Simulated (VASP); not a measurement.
# Mo (P6_3/mmc) in VASP: settings compared

The runs below take Mo through relaxation of cell and atoms, single point, with PBEsol, RPBE.

Everything below comes from runs of VASP 6.6.1. Logs are shortened: lines on timing, memory, paths and dates and some standing lists are left out, and cuts for length are marked.

## (1) The structure

The structure is hexagonal, space group P6_3/mmc (No. 194). Conventional cell: a = 2.805 Å, b = 2.805 Å, c = 4.580 Å, α = 90.00°, β = 90.00°, γ = 120.00°. Mo (site symmetry -6m2) has 12 Mo at 2.80 Å as nearest neighbours.

This isn't the form of Mo at room conditions, which is bcc.

## (2) Relaxation of cell and atoms, PBEsol

INCAR

```
SYSTEM = Mo
  PREC = Accurate
  ENCUT = 300
  EDIFF = 1E-7
  ISMEAR = 0
  SIGMA = 0.1
  LREAL = .False.
  LASPH = .True.
  NELM = 100
  ALGO = Normal
  ISIF = 3
  LWAVE = .False.
  LCHARG = .False.
  GGA = PS
  IBRION = 2
  NSW = 90
  EDIFFG = -0.005
```

KPOINTS

```
Automatic mesh
0
Gamma
  18 18 10
  0 0 0
```

POSCAR

```
Mo
1.0
    2.8046577100      0.0000000000      0.0000000000
   -1.4023288500      2.4289048200      0.0000000000
    0.0000000000      0.0000000000      4.5800060300
Mo
2
Direct
    0.3333333300      0.6666666700      0.2500000000
    0.6666666700      0.3333333300      0.7500000000
```

Potentials or basis: VASP PAW PBE potentials, release 64 (Mo_sv).

Run with:

```console
cat potpaw_PBE.64/Mo_sv/POTCAR > POTCAR
mpirun -np 1 vasp_std > vasp.out
```

OUTCAR:

```text
SYSTEM = Mo
   PREC = Accurate
   ENCUT = 300
   EDIFF = 1E-7
   ISMEAR = 0
   LREAL = .False.
   LASPH = .True.
   NELM = 100
   ISIF = 3
   GGA = PS
   IBRION = 2
   NSW = 90
   EDIFFG = -0.005

 ion  position               nearest neighbor table
   1  0.333  0.667  0.250-   2 2.80   2 2.80   2 2.80   2 2.80   2 2.80   2 2.80
   2  0.667  0.333  0.750-   1 2.80   1 2.80   1 2.80   1 2.80   1 2.80   1 2.80

  LATTYP: Found a hexagonal cell.
 ALAT       =     2.8046577100
 C/A-ratio  =     1.6329999963

  Lattice vectors:

 A1 = (   2.8046577100,   0.0000000000,   0.0000000000)
 A2 = (  -1.4023288500,   2.4289048200,   0.0000000000)
 A3 = (   0.0000000000,   0.0000000000,   4.5800060300)

Analysis of symmetry for initial positions (statically):
=====================================================================
 Subroutine PRICEL returns:
 Original cell was already a primitive cell.

 Routine SETGRP: Setting up the symmetry group for a
 hexagonal supercell.

 Subroutine GETGRP returns: Found 24 space group operations
 (whereof 12 operations were pure point group operations)
 out of a pool of 24 trial point group operations.

The static configuration has the point symmetry D_3d.
 The point group associated with its full space group is D_6h.

Analysis of symmetry for dynamics (positions and initial velocities):
=====================================================================
 Subroutine PRICEL returns:
 Original cell was already a primitive cell.

 Routine SETGRP: Setting up the symmetry group for a
 hexagonal supercell.

 Subroutine GETGRP returns: Found 24 space group operations
 (whereof 12 operations were pure point group operations)
 out of a pool of 24 trial point group operations.

The dynamic configuration has the point symmetry D_3d.
 The point group associated with its full space group is D_6h.

 Subroutine INISYM returns: Found 24 space group operations
 (whereof 12 operations are pure point group operations),
 and found     1 'primitive' translations

----------------------------------------------------------------------------------------

                                     Primitive cell

  volume of cell :      31.2001

  direct lattice vectors                    reciprocal lattice vectors
     2.804657710  0.000000000  0.000000000     0.356549748  0.205854093  0.000000000
    -1.402328850  2.428904820  0.000000000     0.000000000  0.411708187  0.000000000
     0.000000000  0.000000000  4.580006030     0.000000000  0.000000000  0.218340324

  length of vectors
     2.804657710  2.804657702  4.580006030     0.411708186  0.411708187  0.218340324

  position of ions in fractional coordinates (direct lattice)
     0.333333330  0.666666670  0.250000000
     0.666666670  0.333333330  0.750000000

  ion indices of the primitive-cell ions
   primitive index   ion index
                 1           1
                 2           2

----------------------------------------------------------------------------------------

 KPOINTS: Automatic mesh

Automatic generation of k-mesh.
 Grid dimensions read from file:
 generate k-points for:   18   18   10

 Generating k-lattice:

  Cartesian coordinates                     Fractional coordinates (reciprocal lattice)
     0.019808319  0.011436338  0.000000000     0.055555556  0.000000000  0.000000000
     0.000000000  0.022872677  0.000000000     0.000000000  0.055555556  0.000000000
     0.000000000  0.000000000  0.021834032     0.000000000  0.000000000  0.100000000

  Length of vectors
     0.022872677  0.022872677  0.021834032

  Shift w.r.t. Gamma in fractional coordinates (k-lattice)
     0.000000000  0.000000000  0.000000000

 Subroutine IBZKPT returns following result:
 ===========================================

 Found    222 irreducible k-points:

 Following reciprocal coordinates:
            Coordinates               Weight
  0.000000  0.000000  0.000000      1.000000
  0.055556  0.000000  0.000000      6.000000
  0.111111  0.000000  0.000000      6.000000
  0.166667  0.000000  0.000000      6.000000
  0.222222  0.000000  0.000000      6.000000
  0.277778  0.000000  0.000000      6.000000
[... 16 lines left out ...]
  0.333333  0.111111  0.000000     12.000000
  0.388889  0.111111  0.000000     12.000000
 [... further k-points ...]
   k-points           NKPTS =    222   k-points in BZ     NKDIM =    222   number of bands    NBANDS=     18
   number of dos      NEDOS =    301   number of ions     NIONS =      2
   total plane-waves  NPLWV =   7168
   dimension x,y,z NGX =    16 NGY =   16 NGZ =   28
   dimension x,y,z NGXF=    32 NGYF=   32 NGZF=   56
   ions per type =               2
   NGX,Y,Z   is equivalent  to a cutoff of   9.48,  9.48, 10.16 a.u.
   NGXF,Y,Z  is equivalent  to a cutoff of  18.97, 18.97, 20.33 a.u.
 SYSTEM =  Mo
   PREC   = accura    normal or accurate (medium, high low for compatibility)
   ISTART =      0    job   : 0-new  1-cont  2-samecut
   ICHARG =      2    charge: 1-file 2-atom 10-const
   ISPIN  =      1    spin polarized calculation?
   LNONCOLLINEAR =      F non collinear calculations
   LSORBIT =      F    spin-orbit coupling
   LASPH  =      T    aspherical Exc in radial PAW
   ENCUT  =  300.0 eV  22.05 Ry    4.70 a.u.   3.96  3.96  6.47*2*pi/ulx,y,z
   NELM   =    100;   NELMIN=  2; NELMDL= -5     # of ELM steps
   EDIFF  = 0.1E-06   stopping-criterion for ELM
   LREAL  =      F    real-space projection
   EDIFFG = -.5E-02   stopping-criterion for IOM
   NSW    =     90    number of steps for IOM
   IBRION =      2    ionic relax: 0-MD 1-quasi-New 2-CG
   NFREE  =      1    steps in history (QN), initial steepest desc. (CG)
   ISIF   =      3    stress and relaxation
   ISYM   =      2    0-nonsym 1-usesym 2-fastsym
   POTIM  = 0.5000    time-step for ionic-motion
   TEBEG  =    0.0;   TEEND  =   0.0 temperature during run
   PSTRESS=    0.0 pullay stress
   NELECT =      28.0000    total number of electrons
   NUPDOWN=      -1.0000    fix difference up-down
   EMIN   =  10.00;   EMAX   =-10.00  energy-range for DOS
   EFERMI =   0.00;   METHOD = LEGACY
   ISMEAR =     0;   SIGMA  =   0.10  broadening in eV -4-tet -1-fermi 0-gaus
   EFERMI_NEDOS =   21; number of points for ismear=-14 and -15
   IALGO  =     38    algorithm
   IMIX   =      4    mixing-type and parameters
     AMIX     =   0.40;   BMIX     =  1.00
     AMIX_MAG =   1.60;   BMIX_MAG =  1.00
  volume/ion in A,a.u.               =      15.60       105.27
  Fermi-wavevector in a.u.,A,eV,Ry     =   1.579097  2.984060 33.926755  2.493546
  Thomas-Fermi vector in A             =   2.679528
   LORBIT       =      0    0 simple, 1 ext, 2 COOP (PROOUT), +10 PAW based schemes
   GGA     = PS    functional components
   LHFCALC =     F    Hartree Fock is set to
   AEXX    =    0.0000 exact exchange contribution
   IVDW    =     0    specifies the selected vdW correction
   LEPSILON=     F    determine dielectric tensor
   LRPA    =     F    only Hartree local field effects (RPA)
 conjugate gradient relaxation of ions
 non-spin polarized calculation
 Gauss-broadening in eV      SIGMA  =   0.10
  energy-cutoff  :      300.00
  volume of cell :       31.20
 maximum number of plane-waves:       378
 NGX is ok and might be reduce to    16
   NGX =  7   NGY =  7   NGZ = 13

--------------------------------------- Ionic step        1  -------------------------------------------

 number of electron      27.9999998 magnetization

 Free energy of the ion-electron system (eV)
  ---------------------------------------------------
  ext. energy  EPLUGINS =         0.00000000
  ---------------------------------------------------
  free energy    TOTEN  =       -22.61933109 eV

  energy without entropy =      -22.60038381  energy(sigma->0) =      -22.60985745

------------------------ aborting loop because EDIFF is reached ----------------------------------------

  FORCE on cell =-STRESS in cart. coord.  units (eV):
  Direction    XX          YY          ZZ          XY          YZ          ZX
  --------------------------------------------------------------------------------------
  -------------------------------------------------------------------------------------
  Total       -0.5023256     -0.5023256      0.2198581     -0.0000000      0.0000000     -0.0000000
  in kB      -25.7952359    -25.7952358     11.2900725     -0.0000001      0.0000000     -0.0000000
  external PRESSURE =     -13.4334664 kB  Pullay stress =       0.0000000 kB
[... 89 lines left out ...]
  FREE ENERGIE OF THE ION-ELECTRON SYSTEM (eV)
  ---------------------------------------------------
  free  energy   TOTEN  =       -22.6265569533 eV

  energy  without entropy=      -22.6084147582  energy(sigma->0) =      -22.61748586

[... ionic steps 4 to 15 ...]

--------------------------------------- Ionic step       16  -------------------------------------------

 number of electron      28.0000003 magnetization

------------------------ aborting loop because EDIFF is reached ----------------------------------------

  FORCE on cell =-STRESS in cart. coord.  units (eV):
  Direction    XX          YY          ZZ          XY          YZ          ZX
  --------------------------------------------------------------------------------------
  -------------------------------------------------------------------------------------
  Total        0.0087132      0.0087132      0.0219287      0.0000000      0.0000000     -0.0000000
  in kB        0.4470724      0.4470724      1.1251514      0.0000000      0.0000000     -0.0000000
  external PRESSURE =       0.6730988 kB  Pullay stress =       0.0000000 kB
[... 57 lines left out ...]
  energy  without entropy=      -22.6644504144  energy(sigma->0) =      -22.67122070

--------------------------------------- Ionic step       18  -------------------------------------------

 number of electron      28.0000004 magnetization

 Free energy of the ion-electron system (eV)
  ---------------------------------------------------
  ext. energy  EPLUGINS =         0.00000000
  ---------------------------------------------------
  free energy    TOTEN  =       -22.67799187 eV

  energy without entropy =      -22.66445091  energy(sigma->0) =      -22.67122139

 E-fermi :  12.1839     XC(G=0): -13.5148

 val. band max:       12.1726370415   @ k =   0.1111   0.0556   0.2000
 cond. band min:      12.1893638586   @ k =   0.3889   0.0000   0.3000
 fundamental gap:      0.0167268170
 Fermi energy:        12.1838545990

 k-point     1 :       0.0000    0.0000    0.0000
  band No.  band energies     occupation
      1     -48.5497      2.00000
      2     -48.3700      2.00000
      3     -23.2185      2.00000
      4     -22.0431      2.00000
      5     -21.8773      2.00000
      6     -21.8773      2.00000
[... 10 lines left out ...]
     17      13.6558      0.00000
     18      13.6558      0.00000
[... 466 lines left out ...]
      2     -48.2020      2.00000
      3     -23.1924      2.00000
      4     -23.0335      2.00000
      5     -22.6120      2.00000
      6     -22.3361      2.00000
[... 10 lines left out ...]
     17      15.6336      0.00000
     18      16.3372      0.00000

 [... further k-points ...]

------------------------ aborting loop because EDIFF is reached ----------------------------------------

  FORCE on cell =-STRESS in cart. coord.  units (eV):
  Direction    XX          YY          ZZ          XY          YZ          ZX
  --------------------------------------------------------------------------------------
  -------------------------------------------------------------------------------------
  Total        0.0005451      0.0005451      0.0009560      0.0000000     -0.0000000     -0.0000000
  in kB        0.0279624      0.0279624      0.0490371      0.0000000     -0.0000000     -0.0000000
  external PRESSURE =       0.0349873 kB  Pullay stress =       0.0000000 kB
[... 17 lines left out ...]
  FREE ENERGIE OF THE ION-ELECTRON SYSTEM (eV)
  ---------------------------------------------------
  free  energy   TOTEN  =       -22.6779918661 eV

  energy  without entropy=      -22.6644509140  energy(sigma->0) =      -22.67122139

 reached required accuracy - stopping structural energy minimisation
```

It took 3 min on 1 thread of Intel Xeon 6975P-C (Granite Rapids), shared host; peak memory 0.17 GiB.

What came out:

```
Free energy                            : -22.6780 eV
Relaxed volume                         : 15.62 Å³/atom
Relaxed cell                           : a = 2.730 Å, b = 2.730 Å, c = 4.839 Å, α = 90.00°, β = 90.00°, γ = 120.00°
Space group after relaxing (to 0.05 Å) : P6_3/mmc (No. 194)
Energy gained by relaxing              : 29.3 meV/atom
Ionic steps                            : 18
Pressure after relaxing                : 0.0 GPa
Band gap on the k mesh                 : none (metal or under the smearing width)
```

The path:
```csv
step,energy change (eV),largest force (eV/Å),pressure (GPa),volume (Å³)
1,0.0000,0.0000,-1.34,31.20
2,-0.0072,0.0000,3.94,30.61
3,-0.0072,0.0000,3.94,30.61
4,-0.0095,0.0000,4.38,30.57
5,-0.0163,0.0000,5.72,30.44
6,-0.0229,0.0000,8.63,30.19
7,-0.0297,0.0000,8.21,30.25
8,-0.0414,0.0000,7.02,30.44
9,-0.0418,0.0000,6.70,30.49
10,-0.0487,0.0000,5.13,30.66
11,-0.0585,0.0000,0.64,31.16
12,-0.0586,0.0000,0.07,31.22
13,-0.0586,0.0000,-0.06,31.24
14,-0.0586,0.0000,-0.03,31.24
15,-0.0587,0.0000,0.05,31.23
16,-0.0587,0.0000,0.07,31.23
17,-0.0587,0.0000,0.03,31.23
18,-0.0587,0.0000,0.00,31.23
```

Final structure:
```yaml
crystal:
  lattice:
    - [2.73003, 0.00000, 0.00000]
    - [-1.36502, 2.36428, 0.00000]
    - [0.00000, 0.00000, 4.83904]
  atoms:
    - { symbol: Mo, position: [0.33333, 0.66667, 0.25000] }
    - { symbol: Mo, position: [0.66667, 0.33333, 0.75000] }
```

Caveat: the cutoff is under 1.25 times the usual one of these potentials, so pressure, stress and relaxed cells hold a basis-set (Pulay) error; the PAW data sets were made with another functional, which shifts forces and pressure a little.

(Part 1 of 3 ends here.)
